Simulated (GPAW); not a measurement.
# Hf (P6_3/mmc) in GPAW: notebook

The runs below take Hf through relaxation of cell and atoms, with PBE.

Program: GPAW 26.7.0. These are calculated values, not measurements. Logs are shortened: lines on timing, memory, paths and dates and some standing lists are left out, and cuts for length are marked. The log counts tension as positive stress, the text compression.

### 1 The structure

Symmetry: P6_3/mmc, No. 194, hexagonal system. The conventional cell has a = 3.197 Å, b = 3.197 Å, c = 5.058 Å, α = 90.00°, β = 90.00°, γ = 120.00°. Hf (site symmetry -6m2) has 12 Hf at 3.13 to 3.20 Å as nearest neighbours.

### 2 Relaxation of cell and atoms, PBE, target pressure 5 GPa, at which the enthalpy is minimised

run.py reads:

```python
from ase.filters import FrechetCellFilter
from ase.io import read, write
from ase.optimize import BFGS
from ase.units import GPa
from gpaw import GPAW, PW

atoms = read('POSCAR')

calc = GPAW(mode=PW(600),
            xc='PBE',
            kpts={'size': (10, 10, 5), 'gamma': True},
            occupations={'name': 'fermi-dirac', 'width': 0.05},
            nbands=24,
            convergence={'density': 1e-05, 'forces': 0.0001},
            maxiter=150,
            txt='gpaw.txt')
atoms.calc = calc
opt = BFGS(FrechetCellFilter(atoms, scalar_pressure=5 * GPa), trajectory='relax.traj', logfile='-')
done = opt.run(fmax=0.02, steps=60)
calc.write('gs.gpw')
write('result.traj', atoms)
print('Converged:', done)
print('Cell:', atoms.cell.cellpar().round(4))
print('Volume:', round(atoms.get_volume(), 4))
print(atoms.get_scaled_positions().round(5))
```

POSCAR reads:

```
Hf
1.0
    3.1967000000      0.0000000000      0.0000000000
   -1.5983500000      2.7684234083      0.0000000000
    0.0000000000      0.0000000000      5.0578000000
Hf
2
Direct
    0.6666666667      0.3333333333      0.7500000000
    0.3333333333      0.6666666667      0.2500000000
```

Potentials or basis: GPAW PAW data sets (gpaw-data 1.2.1), pw.

On the command line:

```
OMP_NUM_THREADS=1 python run.py
```

gpaw.txt:

```text
__  _  _
 | _ |_)|_||  |
 |__||  | ||/\| - 26.7.0

Input parameters:
  mode=PW(ecut=600.0),
  convergence={'density': 1e-05, 'forces': 0.0001},
  kpts=MonkhorstPack(size=(10, 10, 5), gamma=True),
  maxiter=150,
  nbands=24,
  occupations=Occupations(name='fermi-dirac', width=0.05),
  xc=XC(name='PBE')

Diagonalizing LCAO Hamiltonian
Converting LCAO to pw mode

           Hf

        Hf

Atoms  # Å, Bohr magnetons
|   | symbol |         x |        y |        z |    initial magnetic moments |
|---|--------|-----------|----------|----------|-----------------------------|
| 0 |     Hf |  1.598350 | 0.922808 | 3.793350 | ( 0.0000,  0.0000,  0.0000) |
| 1 |     Hf | -0.000000 | 1.845616 | 1.264450 | ( 0.0000,  0.0000,  0.0000) |

Unit cell  # Å
| periodic |         x |        y |        z |  lengths |     angles |
|----------|-----------|----------|----------|----------|------------|
|      yes |  3.196700 | 0.000000 | 0.000000 | 3.196700 |  90.000000 |
|      yes | -1.598350 | 2.768423 | 0.000000 | 3.196700 |  90.000000 |
|      yes |  0.000000 | 0.000000 | 5.057800 | 5.057800 | 120.000000 |

Number of symmetries: 12
Symmetry operations  # r_c * U_cc + t_c -> r_c
|    | kind |            matrix            |
|----|------|------------------------------|
|  0 |  σ   |  1, 1, 0,  0,-1, 0,  0, 0, 1 |
|  1 |  S6  |  1, 1, 0, -1, 0, 0,  0, 0,-1 |
|  2 |  E   |  1, 0, 0,  0, 1, 0,  0, 0, 1 |
|  3 |  C2  |  1, 0, 0, -1,-1, 0,  0, 0,-1 |
|  4 |  C2  |  0, 1, 0,  1, 0, 0,  0, 0,-1 |
|  5 |  C3  |  0, 1, 0, -1,-1, 0,  0, 0, 1 |
|  6 |  S6  |  0,-1, 0,  1, 1, 0,  0, 0,-1 |
|  7 |  σ   |  0,-1, 0, -1, 0, 0,  0, 0, 1 |
|  8 |  σ   | -1, 0, 0,  1, 1, 0,  0, 0, 1 |
|  9 |  i   | -1, 0, 0,  0,-1, 0,  0, 0,-1 |
| 10 |  C3  | -1,-1, 0,  1, 0, 0,  0, 0, 1 |
| 11 |  C2  | -1,-1, 0,  0, 1, 0,  0, 0,-1 |
[... 110 lines left out ...]
SCF iterations
|iter     | |      energy | eigst |  dens |force |
|---------|-|-------------|-------|-------|------|
|iter:   1| |  -15.242636 | -0.17 |       |      |
|iter:   2| |  -15.207702 | -2.79 | -1.27 |      |
|iter:   3| |  -15.021371 | -1.68 | -1.30 |      |
|iter:   4| |  -15.028805 | -3.00 | -1.91 |      |
|iter:   5| |  -15.030706c| -4.33 | -2.36 |      |
|iter:   6| |  -15.030723c| -5.92 | -3.44 |      |
|iter:   7| |  -15.030724c| -7.25 | -4.03 |      |
|iter:   8| |  -15.030724c| -7.64c| -4.81 |      |
|iter:   9| |  -15.030724c| -8.34c| -5.98c|      |
|iter:  10| |  -15.030724c| -9.00c| -6.27c|-6.44c|

Converged in 10 steps
Energy contributions relative to reference atoms: (reference = -819772.230551)

Energy contributions:
  Kinetic:          14.381880
  Coulomb:         -13.814656
  Zero:             -0.980010
  External:          0.000000
  Xc:              -14.612366
  Entropy:          -0.011143
  Spinorbit:         0.000000
  ----------------------------
  Free energy:     -15.036296
  Extrapolated:    -15.030724

dipole moment: (-0.000013, -0.000023, -0.000042)  # |e|*Ang

Fermi level: 9.955
Eigenvalues  # (at kpt = [0.000, 0.000, 0.000])
| band index |      eig [eV] | occ [0-2] |
|------------|---------------|-----------|
|          0 |       -51.810 |     2.000 |
|        ... |               |           |
|          2 |       -21.136 |     2.000 |
|          3 |       -20.397 |     2.000 |
|          4 |       -20.397 |     2.000 |
|          5 |       -20.276 |     2.000 |
|          6 |       -20.270 |     2.000 |
|          7 |       -20.270 |     2.000 |
[... 13 lines left out ...]
No gap
No difference between direct/indirect transitions

Stress tensor  # eV/Ang^3
|         x |         y |         z |
|-----------|-----------|-----------|
| -0.006615 | -0.000000 |  0.000000 |
|  0.000000 | -0.006615 |  0.000000 |
|  0.000000 |  0.000000 | -0.003722 |

Forces  # eV/Ang
|        x |       y |        z |
|----------|---------|----------|
| -0.00000 | 0.00000 | -0.00000 |  # Hf   0
|  0.00000 | 0.00000 |  0.00000 |  # Hf   1

Interpolating wave functions to new cell

           Hf

        Hf

Atoms  # Å, Bohr magnetons
|   | symbol |         x |        y |        z |    initial magnetic moments |
|---|--------|-----------|----------|----------|-----------------------------|
| 0 |     Hf |  1.592079 | 0.919187 | 3.776719 | ( 0.0000,  0.0000,  0.0000) |
| 1 |     Hf | -0.000000 | 1.838374 | 1.258906 | ( 0.0000,  0.0000,  0.0000) |

Unit cell  # Å
| periodic |         x |        y |        z |  lengths |     angles |
|----------|-----------|----------|----------|----------|------------|
|      yes |  3.184157 | 0.000000 | 0.000000 | 3.184157 |  90.000000 |
|      yes | -1.592079 | 2.757561 | 0.000000 | 3.184157 |  90.000000 |
|      yes |  0.000000 | 0.000000 | 5.035626 | 5.035626 | 120.000000 |

Number of symmetries: 12
Symmetry operations  # r_c * U_cc + t_c -> r_c
|    | kind |            matrix            |
|----|------|------------------------------|
|  0 |  σ   |  1, 1, 0,  0,-1, 0,  0, 0, 1 |
|  1 |  S6  |  1, 1, 0, -1, 0, 0,  0, 0,-1 |
|  2 |  E   |  1, 0, 0,  0, 1, 0,  0, 0, 1 |
|  3 |  C2  |  1, 0, 0, -1,-1, 0,  0, 0,-1 |
|  4 |  C2  |  0, 1, 0,  1, 0, 0,  0, 0,-1 |
|  5 |  C3  |  0, 1, 0, -1,-1, 0,  0, 0, 1 |
|  6 |  S6  |  0,-1, 0,  1, 1, 0,  0, 0,-1 |
|  7 |  σ   |  0,-1, 0, -1, 0, 0,  0, 0, 1 |
|  8 |  σ   | -1, 0, 0,  1, 1, 0,  0, 0, 1 |
|  9 |  i   | -1, 0, 0,  0,-1, 0,  0, 0,-1 |
| 10 |  C3  | -1,-1, 0,  1, 0, 0,  0, 0, 1 |
| 11 |  C2  | -1,-1, 0,  0, 1, 0,  0, 0,-1 |
[... 102 lines left out ...]
convergence criteria:
- Maximum integral of absolute [dens]ity change: 1e-05 electrons / valence electron
- Maximum change in the atomic [forces] across last 2 cycles: 0.0001 eV/Ang OR
Maximum error relative to the maximum force is below inf
- Maximum [total energy] change in last 3 cyles: 0.0005 eV / valence electron
- Maximum integral of absolute [eigenst]ate change: 4e-08 eV^2 / valence electron
maximum number of iterations: 150

SCF iterations
|iter     | |      energy | eigst |  dens |force |
|---------|-|-------------|-------|-------|------|
|iter:   1| |  -15.031384 | -1.70 |       |      |
|iter:   2| |  -15.030315 | -4.31 | -2.24 |      |
|iter:   3| |  -15.025221c| -3.32 | -2.28 |      |
|iter:   4| |  -15.025433c| -4.85 | -3.15 |      |
|iter:   5| |  -15.025532c| -6.20 | -3.45 |      |
|iter:   6| |  -15.025532c| -7.54c| -4.70 |      |
|iter:   7| |  -15.025532c| -8.13c| -5.20c|      |
|iter:   8| |  -15.025532c| -8.79c| -5.86c|-4.76c|

Converged in 8 steps
Energy contributions relative to reference atoms: (reference = -819772.230551)

Energy contributions:
  Kinetic:          16.289098
  Coulomb:         -15.354407
  Zero:             -0.979925
  External:          0.000000
  Xc:              -14.974989
  Entropy:          -0.010617
  Spinorbit:         0.000000
  ----------------------------
  Free energy:     -15.030840
  Extrapolated:    -15.025532

dipole moment: (-0.000013, -0.000023, -0.000042)  # |e|*Ang

Fermi level: 10.098
Eigenvalues  # (at kpt = [0.000, 0.000, 0.000])
| band index |      eig [eV] | occ [0-2] |
|------------|---------------|-----------|
|          0 |       -51.628 |     2.000 |
|        ... |               |           |
|          2 |       -20.980 |     2.000 |
|          3 |       -20.211 |     2.000 |
|          4 |       -20.211 |     2.000 |
|          5 |       -20.084 |     2.000 |
|          6 |       -20.079 |     2.000 |
|          7 |       -20.079 |     2.000 |
[... 13 lines left out ...]
No gap
No difference between direct/indirect transitions

Stress tensor  # eV/Ang^3
|         x |         y |         z |
|-----------|-----------|-----------|
| -0.015055 |  0.000000 |  0.000000 |
|  0.000000 | -0.015055 | -0.000000 |
|  0.000000 | -0.000000 | -0.013016 |

Forces  # eV/Ang
|        x |        y |        z |
|----------|----------|----------|
|  0.00000 |  0.00000 |  0.00001 |  # Hf   0
| -0.00000 | -0.00000 | -0.00001 |  # Hf   1

Interpolating wave functions to new cell

           Hf

        Hf

Atoms  # Å, Bohr magnetons
|   | symbol |         x |        y |        z |    initial magnetic moments |
|---|--------|-----------|----------|----------|-----------------------------|
| 0 |     Hf |  1.580493 | 0.912498 | 3.745782 | ( 0.0000,  0.0000,  0.0000) |
| 1 |     Hf | -0.000000 | 1.824996 | 1.248593 | ( 0.0000,  0.0000,  0.0000) |

Unit cell  # Å
| periodic |         x |         y |         z |  lengths |     angles |
|----------|-----------|-----------|-----------|----------|------------|
|      yes |  3.160986 | -0.000000 | -0.000000 | 3.160986 |  90.000000 |
|      yes | -1.580493 |  2.737495 |  0.000000 | 3.160986 |  90.000000 |
|      yes | -0.000000 |  0.000000 |  4.994375 | 4.994375 | 120.000000 |

Number of symmetries: 12
Symmetry operations  # r_c * U_cc + t_c -> r_c
|    | kind |            matrix            |
|----|------|------------------------------|
|  0 |  σ   |  1, 1, 0,  0,-1, 0,  0, 0, 1 |
|  1 |  S6  |  1, 1, 0, -1, 0, 0,  0, 0,-1 |
|  2 |  E   |  1, 0, 0,  0, 1, 0,  0, 0, 1 |
|  3 |  C2  |  1, 0, 0, -1,-1, 0,  0, 0,-1 |
|  4 |  C2  |  0, 1, 0,  1, 0, 0,  0, 0,-1 |
|  5 |  C3  |  0, 1, 0, -1,-1, 0,  0, 0, 1 |
|  6 |  S6  |  0,-1, 0,  1, 1, 0,  0, 0,-1 |
|  7 |  σ   |  0,-1, 0, -1, 0, 0,  0, 0, 1 |
|  8 |  σ   | -1, 0, 0,  1, 1, 0,  0, 0, 1 |
|  9 |  i   | -1, 0, 0,  0,-1, 0,  0, 0,-1 |
| 10 |  C3  | -1,-1, 0,  1, 0, 0,  0, 0, 1 |
| 11 |  C2  | -1,-1, 0,  0, 1, 0,  0, 0,-1 |
[... 102 lines left out ...]
convergence criteria:
- Maximum integral of absolute [dens]ity change: 1e-05 electrons / valence electron
- Maximum change in the atomic [forces] across last 2 cycles: 0.0001 eV/Ang OR
Maximum error relative to the maximum force is below inf
- Maximum [total energy] change in last 3 cyles: 0.0005 eV / valence electron
- Maximum integral of absolute [eigenst]ate change: 4e-08 eV^2 / valence electron
maximum number of iterations: 150

SCF iterations
|iter     | |      energy | eigst |  dens |force |
|---------|-|-------------|-------|-------|------|
|iter:   1| |  -15.023412 | -1.18 |       |      |
|iter:   2| |  -15.019742 | -3.79 | -1.98 |      |
|iter:   3| |  -15.002142 | -2.79 | -2.01 |      |
|iter:   4| |  -15.002858 | -4.31 | -2.88 |      |
|iter:   5| |  -15.003192c| -5.66 | -3.19 |      |
|iter:   6| |  -15.003192c| -7.76c| -4.43 |      |
|iter:   7| |  -15.003192c| -8.35c| -4.93 |      |
|iter:   8| |  -15.003192c| -8.80c| -5.51c|      |
|iter:   9| |  -15.003192c| -9.32c| -5.80c|-3.63 |
|iter:  10| |  -15.003192c|-10.01c| -6.86c|-6.11c|

Converged in 10 steps
Energy contributions relative to reference atoms: (reference = -819772.230551)

Energy contributions:
  Kinetic:          19.916332
  Coulomb:         -18.273987
  Zero:             -0.979918
  External:          0.000000
  Xc:              -15.660768
  Entropy:          -0.009704
  Spinorbit:         0.000000
  ----------------------------
  Free energy:     -15.008044
  Extrapolated:    -15.003192

dipole moment: (-0.000013, -0.000023, -0.000042)  # |e|*Ang

Fermi level: 10.369
Eigenvalues  # (at kpt = [0.000, 0.000, 0.000])
| band index |      eig [eV] | occ [0-2] |
|------------|---------------|-----------|
|          0 |       -51.288 |     2.000 |
|        ... |               |           |
|          2 |       -20.691 |     2.000 |
|          3 |       -19.862 |     2.000 |
|          4 |       -19.862 |     2.000 |
|          5 |       -19.722 |     2.000 |
|          6 |       -19.720 |     2.000 |
|          7 |       -19.720 |     2.000 |
[... 13 lines left out ...]
No gap
No difference between direct/indirect transitions

Stress tensor  # eV/Ang^3
|         x |         y |         z |
|-----------|-----------|-----------|
| -0.031737 |  0.000000 |  0.000000 |
|  0.000000 | -0.031737 |  0.000000 |
|  0.000000 |  0.000000 | -0.031427 |

Forces  # eV/Ang
|        x |        y |        z |
|----------|----------|----------|
| -0.00000 |  0.00000 | -0.00001 |  # Hf   0
|  0.00000 | -0.00000 |  0.00001 |  # Hf   1

# Writing to gs.gpw (mode='')
```

It took 2.5 min on 1 thread of Arm Neoverse N1, shared host; peak memory 0.26 GiB.

What came out:

- Free energy: -15.0080 eV
- Relaxed volume: 21.61 Å³/atom
- Relaxed cell: a = 3.161 Å, b = 3.161 Å, c = 4.994 Å, α = 90.00°, β = 90.00°, γ = 120.00°
- Space group after relaxing (to 0.05 Å): P6_3/mmc (No. 194)
- Energy change on relaxing (the enthalpy is what falls): +13.8 meV/atom
- Ionic steps: 3
- Pressure after relaxing: 5.1 GPa
- Band gap on the k mesh: none (metal or under the smearing width)

Step by step:
| step | energy change (eV) | largest force (eV/Å) | pressure (GPa) | volume (Å³) |
| --- | --- | --- | --- | --- |
| 1 | 0.0000 | 0.0000 | 0.91 | 44.76 |
| 2 | 0.0052 | 0.0000 | 2.30 | 44.22 |
| 3 | 0.0275 | 0.0000 | 5.07 | 43.22 |

Final structure:
```
Hf
1.0
     3.16099    0.00000    0.00000
    -1.58049    2.73749    0.00000
     0.00000    0.00000    4.99437
Hf
2
Direct
  0.66667 0.33333 0.75000
  0.33333 0.66667 0.25000
```

Levels at points of the mesh, in eV from the Fermi level:
```
           k point  band 8  band 9  band 10  band 11  band 12  band 13  band 14  band 15  band 16  band 17
(0.00, 0.00, 0.00)  -30.09   -7.44    -3.77     0.77     1.21     1.21     1.52     2.07     2.07     2.73
(0.50, 0.50, 0.00)  -30.19   -3.37    -2.85    -2.31    -0.74     0.80     0.94     1.77     6.12     6.65
```

Caveat: later steps reuse the first step's grids.

### 3 Relaxation of cell and atoms, PBE, target pressure 10 GPa, at which the enthalpy is minimised

run.py: that of step 2 with these lines changed.

```diff
@@ -17,3 +17,3 @@
 atoms.calc = calc
-opt = BFGS(FrechetCellFilter(atoms, scalar_pressure=5 * GPa), trajectory='relax.traj', logfile='-')
+opt = BFGS(FrechetCellFilter(atoms, scalar_pressure=10 * GPa), trajectory='relax.traj', logfile='-')
 done = opt.run(fmax=0.02, steps=60)
```

POSCAR is that of step 2.

Potentials or basis: GPAW PAW data sets (gpaw-data 1.2.1), pw.

On the command line:

```
OMP_NUM_THREADS=1 python run.py
```

Run time: 3.2 min. Hardware: 1 thread of Arm Neoverse N1, shared host; peak memory 0.3 GiB.

Results (log left out):

- Free energy: -14.9350 eV
- Relaxed volume: 20.83 Å³/atom
- Relaxed cell: a = 3.122 Å, b = 3.122 Å, c = 4.935 Å, α = 90.00°, β = 90.00°, γ = 120.00°
- Space group after relaxing (to 0.05 Å): P6_3/mmc (No. 194)
- Energy change on relaxing (the enthalpy is what falls): +49.9 meV/atom
- Ionic steps: 4
- Pressure after relaxing: 10.0 GPa
- Band gap on the k mesh: none (metal or under the smearing width)

Stress tensor (GPa, compression positive):
```
 9.95  0.00  0.00
 0.00  9.95  0.00
 0.00  0.00 10.07
```

The path:
```csv
step,energy change (eV),largest force (eV/Å),pressure (GPa),volume (Å³)
1,0.0000,0.0000,0.91,44.76
2,0.0180,0.0000,4.09,43.56
3,0.1052,0.0000,10.28,41.57
4,0.0998,0.0000,9.99,41.65
```

Final structure:
```
Hf
1.0
     3.12187    0.00000    0.00000
    -1.56093    2.70362    0.00000
     0.00000    0.00000    4.93479
Hf
2
Direct
  0.66667 0.33333 0.75000
  0.33333 0.66667 0.25000
```

Levels at points of the mesh, in eV from the Fermi level:
| k point | band 9 | band 10 | band 11 | band 12 | band 13 | band 14 | band 15 | band 16 |
| --- | --- | --- | --- | --- | --- | --- | --- | --- |
| (0.00, 0.00, 0.00) | -7.55 | -3.88 | 0.92 | 1.22 | 1.22 | 1.54 | 2.13 | 2.13 |
| (0.50, 0.50, 0.00) | -3.42 | -2.98 | -2.43 | -0.66 | 0.80 | 1.00 | 1.85 | 6.38 |

Caveat: later steps reuse the first step's grids. The run has no spin-orbit coupling, so splittings on Hf are missing.
